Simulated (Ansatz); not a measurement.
I need a Berry-phase polarisation of PbS, space group Cmcm. Use the Python package of Ansatz (0.2.0). Level of theory (first run): PBEsol, PAW, cutoff 530 eV, 5×5×5 k-points, fixed occupations.

```cif
data_structure
_symmetry_space_group_name_H-M 'P 1'
_symmetry_Int_Tables_number 1
_cell_length_a 6.3421
_cell_length_b 6.3421
_cell_length_c 4.2793
_cell_angle_alpha 90.000
_cell_angle_beta 90.000
_cell_angle_gamma 141.710
_cell_volume 106.65
loop_
_atom_site_label
_atom_site_type_symbol
_atom_site_fract_x
_atom_site_fract_y
_atom_site_fract_z
_atom_site_occupancy
Pb1 Pb 0.86944 0.13056 0.75000 1
Pb2 Pb 0.13056 0.86944 0.25000 1
S1 S 0.64520 0.35480 0.75000 1
S2 S 0.35480 0.64520 0.25000 1
```

Script `berry.py`:
```python
"""Change of polarisation in PbS when one atom moves."""

import ansatz as az
import numpy as np

XC = "PBEsol"
ECUT = 530
KSPACING = 0.32
MIXING_BETA = 0.4
MAX_SCF = 100
SMEARING = "fixed"


def main() -> None:
    cell = (
        az.Lattice.of((2.079953, -5.991297, 0.0), (2.079953, 5.991297, 0.0), (0.0, 0.0, 4.279321))
        .atom("Pb", (0.869437, 0.130563, 0.75))
        .atom("Pb", (0.130563, 0.869437, 0.25))
        .atom("S", (0.645203, 0.354797, 0.75))
        .atom("S", (0.354797, 0.645203, 0.25))
    )

    def solve(structure):
        return (
            structure.calculation()
            .functional(XC)
            .basis(ECUT, density_ratio=8)
            .accuracy("low")
            .kpoints(spacing=KSPACING)
            .mixing("broyden", ndim=4, beta=MIXING_BETA)
            .scf(max_iterations=MAX_SCF)
            .occupations(SMEARING)
            .polarization(string_points=6)
            .run()
            .polarization()
        )


    vectors = np.array(cell.lattice.vectors)
    shifted = cell.move(0, to=np.array(cell.sites[0].position) + 0.02 * np.linalg.inv(vectors)[2])
    before, after = solve(cell), solve(shifted)
    for label, p in (("as typed", before), ("shifted", after)):
        print(label, "reduced polarisation:", [round(axis.reduced, 4) for axis in p.axes], "modulo", p.modulus)
    # take the change on the nearest branch, then turn it into a dipole per cell
    change = np.array([b.reduced - a.reduced for a, b in zip(before.axes, after.axes)])
    change -= before.modulus * np.round(change / before.modulus)
    dipole = change @ vectors
    print("dipole change (e A):", np.round(dipole, 4) + 0.0)
    print("column of the Born charge of", cell.sites[0].symbol, "for a shift along z:", np.round(dipole / 0.02, 2) + 0.0)


if __name__ == "__main__":
    main()
```

Running `python berry.py` prints:
```text
as typed reduced polarisation: [20.0, 20.0, 20.0] modulo 2
shifted reduced polarisation: [20.0, 20.0, 20.0216] modulo 2
dipole change (e A): [0.     0.     0.0924]
column of the Born charge of Pb for a shift along z: [0.   0.   4.62]
```

These settings explore the input space; cutoff and mesh may be short of convergence. Spin-orbit coupling, which matters for elements this heavy, is left out. The structure comes from a database of computed cells and needn't be a stable or known phase. Polarisation is defined up to a quantum, so only the change along a continuous path has meaning. The whole script took 95 s on 1 thread of Arm Neoverse V2, on a shared host, peak memory 0.6 GiB.

(Lines on the test bed's own set-up are left out of the output.)
